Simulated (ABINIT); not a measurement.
# Ta (Im-3m) in ABINIT: settings compared

The runs below take Ta through equation of state, with PW91+D4, revPBE+D4.

All numbers are computed with ABINIT 10.8.3 (patched build); they aren't measurements. Logs are shortened: lines on timing, memory, paths and dates and some standing lists are left out, and cuts for length are marked. The log counts tension as positive stress, the text compression.

**Measured values to compare with.**

From “Refinement of the equation of state of tantalum”, 2004, arxiv:cond-mat/0403080, for a bulk crystal of Ta: bulk modulus 194 GPa.

How close the calculation comes is told below.

**1. Starting point**

It takes space group Im-3m (No. 229, cubic). The conventional cell has a = 3.303 Å, b = 3.303 Å, c = 3.303 Å, α = 90.00°, β = 90.00°, γ = 90.00°. Around Ta (site symmetry m-3m) lie 8 Ta at 2.86 Å.

**2. Equation of state, PW91+D4**

The input, run.py:

```python
import json, os
import numpy as np
from ase.eos import EquationOfState
from ase.units import GPa
from ase.calculators.mixing import SumCalculator
from dftd4.ase import DFTD4
from ase.calculators.abinit import Abinit, AbinitProfile
from ase import Atoms

atoms = Atoms(['Ta'],
              cell=[[-1.65128, 1.65128, 1.65128], [1.65128, -1.65128, 1.65128], [1.65128, 1.65128, -1.65128]],
              scaled_positions=[[0.0, 0.0, 0.0]],
              pbc=True)

profile = AbinitProfile(command='abinit', pp_paths=[os.path.abspath('pseudos')])
params = dict(
    pps='pawxml', xc='PBE',
    ecut=517.0163,
    pawecutdg=1034.0327,
    kptopt=1,
    ngkpt=[11, 11, 11],
    nshiftk=1,
    shiftk=[0.0, 0.0, 0.0],
    ixc=-109134,
    nband=11,
    occopt=3,
    tsmear=0.05,
    nstep=100,
    tolvrs=1e-09,
    prtwf=0,
    prtden=0,
)

cell0 = atoms.cell.copy()
volumes, energies = [], []
for i, x in enumerate([0.94, 0.96, 0.98, 1.0, 1.02, 1.04, 1.06]):
    atoms.set_cell(cell0 * x ** (1 / 3), scale_atoms=True)
    atoms.calc = SumCalculator([Abinit(profile=profile, directory=f'v{i}', **params), DFTD4(method='pw91')])
    volumes.append(atoms.get_volume() / len(atoms))
    dft, disp = atoms.calc.mixer.calcs
    energies.append((dft.get_property('free_energy', atoms) + disp.get_property('energy', atoms)) / len(atoms))
    print(f'{x:5.2f} {volumes[-1]:10.5f} A^3/atom {energies[-1]:14.6f} eV/atom', flush=True)
    json.dump(dict(volumes=volumes, energies=energies), open('results.json', 'w'))
v0, e0, b0 = EquationOfState(volumes, energies, eos='murnaghan').fit()
print(f'V0 {v0:.4f} A^3/atom  E0 {e0:.6f} eV/atom  B0 {b0 / GPa:.2f} GPa')
```

Potentials or basis: JTH PAW PBE v2.0.

Started as:

```bash
$ python run.py
```

Standard output:

```text
0.94   16.92973 A^3/atom   -1606.746570 eV/atom
 0.96   17.28994 A^3/atom   -1606.772488 eV/atom
 0.98   17.65014 A^3/atom   -1606.787561 eV/atom
 1.00   18.01035 A^3/atom   -1606.793658 eV/atom
 1.02   18.37056 A^3/atom   -1606.788427 eV/atom
 1.04   18.73076 A^3/atom   -1606.776227 eV/atom
 1.06   19.09097 A^3/atom   -1606.756693 eV/atom
V0 18.0237 A^3/atom  E0 -1606.792873 eV/atom  B0 202.09 GPa
```

abinit.in:

```text
ecut 517.0163 eV
ixc -109134
kptopt 1
natom 1
nband 11
ngkpt
11 11 11
nshiftk 1
nsppol 1
nstep 100
occopt 3
pawecutdg 1034.0327 eV
prtden 0
prtwf 0
shiftk
0.0 0.0 0.0
tolvrs 1e-09
tsmear 0.05 eV
#Definition of the unit cell
acell
1.00000000000000 1.00000000000000 1.00000000000000 Angstrom
rprim
-1.68366626140936 1.68366626140936 1.68366626140936
1.68366626140936 -1.68366626140936 1.68366626140936
1.68366626140936 1.68366626140936 -1.68366626140936
chkprim 0 # Allow non-primitive cells
#Definition of the atom types
ntypat 1
znucl 73
#Enumerate different atomic species
typat
 1
pseudos "./pseudos/Ta.GGA_PBE-JTH.xml"
#Definition of the atoms
xcart
0.00000000000000 0.00000000000000 0.00000000000000
chkexit 1 # abinit.exit file in the running directory terminates after the current SCF
```

abinit.abo:

```text
.Version 10.8.3 of ABINIT
 Symmetries : space group Im -3 m (#229); Bravais cI (body-center cubic)
================================================================================
 Values of the parameters that define the memory need of the present run
     intxc =       0    ionmov =       0      iscf =      17    lmnmax =      18
     lnmax =       6     mgfft =      24  mpssoang =       3    mqgrid =    3001
     natom =       1  nloc_mem =       2    nspden =       1   nspinor =       1
    nsppol =       1      nsym =      48    n1xccc =       1    ntypat =       1
    occopt =       3   xclevel =       2
       mpw =         525          nfft =       13824          nkpt =          56
 PAW method is used; the additional fine FFT grid is defined by:
   mgfftf=        32    nfftf =     32768
================================================================================
================================================================================

--------------------------------------------------------------------------------
------------- Echo of variables that govern the present computation ------------
--------------------------------------------------------------------------------
 -outvars: echo values of preprocessed input variables --------
            acell      1.8897261259E+00  1.8897261259E+00  1.8897261259E+00 Bohr
              amu      1.80947900E+02
          chkexit           1
          chkprim           0
             ecut      1.89999986E+01 Hartree
                       outvar_i_n : Printing only first  50 k-points.
              ixc     -109134
                       outvar_i_n : Printing only first  50 k-points.
         kptrlatt       11    0    0      0   11    0      0    0   11
          kptrlen      6.06189192E+01
            natom           1
            nband          11
            ngfft          24      24      24
          ngfftdg          32      32      32
             nkpt          56
            nstep         100
             nsym          48
           ntypat           1
                       prtocc : prtvol=0, do not print more k-points.
           occopt           3
        pawecutdg      3.80000008E+01 Hartree
         pawxcdev           0
           prtden           0
            prtwf           0
            rprim     -1.6836662614E+00  1.6836662614E+00  1.6836662614E+00
                       1.6836662614E+00 -1.6836662614E+00  1.6836662614E+00
                       1.6836662614E+00  1.6836662614E+00 -1.6836662614E+00
          spgroup         229
           tolvrs      1.00000000E-09
           tsmear      1.83746611E-03 Hartree
            typat      1
           useylm           1
                       outvars : Printing only first  50 k-points.
            znucl       73.00000

================================================================================

 chkinp: Checking input parameters for consistency.

================================================================================
== DATASET  1 ==================================================================

--- !DatasetInfo
iteration_state: {dtset: 1, }
dimensions: {natom: 1, nkpt: 56, mband: 11, nsppol: 1, nspinor: 1, nspden: 1, mpw: 525, }
cutoff_energies: {ecut:  19.0, pawecutdg:  38.0, }
electrons: {nelect:   1.30000000E+01, charge:   0.00000000E+00, occopt:   3.00000000E+00, tsmear:   1.83746611E-03, }
meta: {optdriver: 0, ionmov: 0, optcell: 0, iscf: 17, paral_kgb: 0, }
...

 Real(R)+Recip(G) space primitive vectors, cartesian coordinates (Bohr,Bohr^-1):
 R(1)= -3.1816681  3.1816681  3.1816681  G(1)=  0.0000000  0.1571503  0.1571503
 R(2)=  3.1816681 -3.1816681  3.1816681  G(2)=  0.1571503  0.0000000  0.1571503
 R(3)=  3.1816681  3.1816681 -3.1816681  G(3)=  0.1571503  0.1571503  0.0000000
 Unit cell volume ucvol=  1.2883226E+02 bohr^3
 Angles (23,13,12)=  1.09471221E+02  1.09471221E+02  1.09471221E+02 degrees

 Coarse grid specifications (used for wave-functions):
[... 54 lines left out ...]

--- !ResultsGS
iteration_state: {dtset: 1, }
comment   : Summary of ground state results
lattice_vectors:
- [ -3.1816681,   3.1816681,   3.1816681, ]
- [  3.1816681,  -3.1816681,   3.1816681, ]
- [  3.1816681,   3.1816681,  -3.1816681, ]
lattice_lengths: [   5.51081,    5.51081,    5.51081, ]
lattice_angles: [109.471, 109.471, 109.471, ] # degrees, (23, 13, 12)
lattice_volume:   1.2883226E+02
convergence: {deltae:  2.679E-12, res2:  1.228E-10, residm:  4.837E-05, diffor: null, }
etotal    :  -5.90384274E+01
entropy   :   0.00000000E+00
fermie    :   3.03828668E-02
cartesian_stress_tensor: # hartree/bohr^3
- [  2.92269614E-04,   0.00000000E+00,   0.00000000E+00, ]
- [  0.00000000E+00,   2.92269614E-04,   0.00000000E+00, ]
- [  0.00000000E+00,   0.00000000E+00,   2.92269614E-04, ]
pressure_GPa:  -8.5989E+00
xred      :
- [  0.0000E+00,   0.0000E+00,   0.0000E+00, Ta]
cartesian_forces: # hartree/bohr
- [ -0.00000000E+00,  -0.00000000E+00,  -0.00000000E+00, ]
force_length_stats: {min:   0.00000000E+00, max:   0.00000000E+00, mean:   0.00000000E+00, }
...

 Integrated electronic density in atomic spheres:
 ------------------------------------------------
 Atom  Sphere_radius  Integrated_density
    1        2.41973         10.54864547

================================================================================

 ----iterations are completed or convergence reached----

 Mean square residual over all n,k,spin=   20.716E-08; max=  48.371E-06
 reduced coordinates (array xred) for    1 atoms
       0.000000000000      0.000000000000      0.000000000000
 rms dE/dt=  0.0000E+00; max dE/dt=  0.0000E+00; dE/dt below (all hartree)
    1       0.000000000000      0.000000000000      0.000000000000

 cartesian coordinates (angstrom) at end:
    1      0.00000000000000     0.00000000000000     0.00000000000000

 cartesian forces (hartree/bohr) at end:
    1     -0.00000000000000    -0.00000000000000    -0.00000000000000
 frms,max,avg= 0.0000000E+00 0.0000000E+00   0.000E+00  0.000E+00  0.000E+00 h/b

 cartesian forces (eV/Angstrom) at end:
    1     -0.00000000000000    -0.00000000000000    -0.00000000000000
 frms,max,avg= 0.0000000E+00 0.0000000E+00   0.000E+00  0.000E+00  0.000E+00 e/A
 length scales=  1.889726125908  1.889726125908  1.889726125908 bohr
              =  1.000000000000  1.000000000000  1.000000000000 angstroms
 Fermi (or HOMO) energy (hartree) =   0.03038   Average Vxc (hartree)=  -0.45099
 Eigenvalues (hartree) for nkpt=  56  k points:
 kpt#   1, nband= 11, wtk=  0.00075, kpt=  0.0000  0.0000  0.0000 (reduced coord)
  -2.44428   -1.19371   -1.19371   -1.19371   -0.25082    0.05687    0.05687    0.05687
   0.16974    0.16974    0.57347
      occupation numbers for kpt#   1
   2.00000    2.00000    2.00000    2.00000    2.00000    0.00000    0.00000    0.00000
   0.00000    0.00000    0.00000
 prteigrs : prtvol=0 or 1, do not print more k-points.

--- !EnergyTerms
iteration_state     : {dtset: 1, }
comment             : Components of total free energy in Hartree
kinetic             :  5.94856540244965E+00
hartree             :  8.17473338646087E+00
xc                  : -8.17480309963196E+00
Ewald energy        : -4.83261004511963E+01
psp_core            :  7.76062419337374E+00
local_psp           : -8.17613655201035E+00
PAW spherical_terms : -1.62449054478198E+01
internal            : -5.90380225683742E+01
'-kT*entropy'       : -4.03755118384771E-04
total_energy        : -5.90384263234926E+01
total_energy_eV     : -1.60651742204345E+03
...

--- !EnergyTermsDC
iteration_state     : {dtset: 1, }
comment             : '"Double-counting" decomposition of free energy'
band_energy         : -1.23489571181311E+01
Ewald energy        : -4.83261004511963E+01
psp_core            :  7.76062419337374E+00
xc_dc               : -1.23580284101698E+01
PAW spherical_terms :  6.23443810858299E+00
internal            : -5.90380236775405E+01
'-kT*entropy'       : -4.03755118384771E-04
total_energy_dc     : -5.90384274326589E+01
total_energy_dc_eV  : -1.60651745222540E+03
...

--- !EnergyTermsWithPAWCore
iteration_state     : {dtset: 1, }
comment             : 'Components of total free energy, including PAW core contributions'
Total energy        : -1.56064974422712E+04
Total energy DC     : -1.56064974433804E+04
Total energy (eV)   : -4.24674429848557E+05
Total energy DC (eV): -4.24674429878739E+05
...

 Cartesian components of stress tensor (hartree/bohr^3)
  sigma(1 1)=  2.92269614E-04  sigma(3 2)=  0.00000000E+00
  sigma(2 2)=  2.92269614E-04  sigma(3 1)=  0.00000000E+00
  sigma(3 3)=  2.92269614E-04  sigma(2 1)=  0.00000000E+00

-Cartesian components of stress tensor (GPa)         [Pressure= -8.5989E+00 GPa]
- sigma(1 1)=  8.59886892E+00  sigma(3 2)=  0.00000000E+00
- sigma(2 2)=  8.59886892E+00  sigma(3 1)=  0.00000000E+00
- sigma(3 3)=  8.59886892E+00  sigma(2 1)=  0.00000000E+00

== END DATASET(S) ==============================================================
================================================================================

 -outvars: echo values of variables after computation  --------
            acell      1.8897261259E+00  1.8897261259E+00  1.8897261259E+00 Bohr
           etotal     -5.9038427433E+01
            fcart     -0.0000000000E+00 -0.0000000000E+00 -0.0000000000E+00
            rprim     -1.6836662614E+00  1.6836662614E+00  1.6836662614E+00
                       1.6836662614E+00 -1.6836662614E+00  1.6836662614E+00
                       1.6836662614E+00  1.6836662614E+00 -1.6836662614E+00
           strten      2.9226961401E-04  2.9226961401E-04  2.9226961401E-04
                       0.0000000000E+00  0.0000000000E+00  0.0000000000E+00
 Calculation completed.
```

Wall time 84 s (1 thread of Intel Xeon Platinum 8488C (Sapphire Rapids), shared host); peak memory 0.1 GiB.

What came out:

```yaml
Equilibrium_volume: "18.02 Å³/atom (rough: see the caveat)"
Bulk_modulus: 202 GPa (rough)
```

Energy against volume, from the lowest point:
```
volume (Å³/atom)  energy (meV/atom)
          16.930              47.09
          17.290              21.17
          17.650               6.10
          18.010               0.00
          18.371               5.23
          18.731              17.43
          19.091              36.97
```

Caveat: pressures at fixed basis lie under the slope of the energies; the fit is doubtful: noisy points or a state that changes with volume; the log and the count of SCF iterations are those of the last ABINIT call alone; the PAW data sets were made with another functional, which shifts forces and pressure a little.

**3. Equation of state, revPBE+D4**

Changes to run.py since step 2:

```diff
@@ -23,3 +23,3 @@
     shiftk=[0.0, 0.0, 0.0],
-    ixc=-109134,
+    ixc=14,
     nband=11,
@@ -37,3 +37,3 @@
     atoms.set_cell(cell0 * x ** (1 / 3), scale_atoms=True)
-    atoms.calc = SumCalculator([Abinit(profile=profile, directory=f'v{i}', **params), DFTD4(method='pw91')])
+    atoms.calc = SumCalculator([Abinit(profile=profile, directory=f'v{i}', **params), DFTD4(method='revpbe')])
     volumes.append(atoms.get_volume() / len(atoms))
@@ -43,3 +43,3 @@
     json.dump(dict(volumes=volumes, energies=energies), open('results.json', 'w'))
-v0, e0, b0 = EquationOfState(volumes, energies, eos='murnaghan').fit()
+v0, e0, b0 = EquationOfState(volumes, energies, eos='sjeos').fit()
 print(f'V0 {v0:.4f} A^3/atom  E0 {e0:.6f} eV/atom  B0 {b0 / GPa:.2f} GPa')
```

Potentials or basis: JTH PAW PBE v2.0.

Started as:

```bash
$ python run.py
```

It took 84 s on 1 thread of Intel Xeon Platinum 8488C (Sapphire Rapids), shared host; peak memory 0.1 GiB.

Results (log left out):

```
Equilibrium volume                      : 18.13 Å³/atom
Bulk modulus                            : 197 GPa
Pressure derivative of the bulk modulus : 4.1 (rough: it moves with the points fitted)
```

Energy against volume, from the lowest point:
```csv
volume (Å³/atom),energy (meV/atom)
16.930,54.48
17.290,25.76
17.650,7.48
18.010,0.00
18.371,1.48
18.731,10.84
19.091,27.94
```

Caveat: pressures at fixed basis lie under the slope of the energies; the log and the count of SCF iterations are those of the last ABINIT call alone; the PAW data sets were made with another functional, which shifts forces and pressure a little. The run has no spin-orbit coupling, so splittings on Ta are missing.

**4. How close it comes**

Step 3. Measured bulk modulus of Ta: 194 GPa (quoted in “Refinement of the equation of state of tantalum”, 2004, arxiv:cond-mat/0403080). This calculation gives 197 GPa (+1.4 %). The fit is for a static lattice scaled at fixed shape and fixed fractional positions.
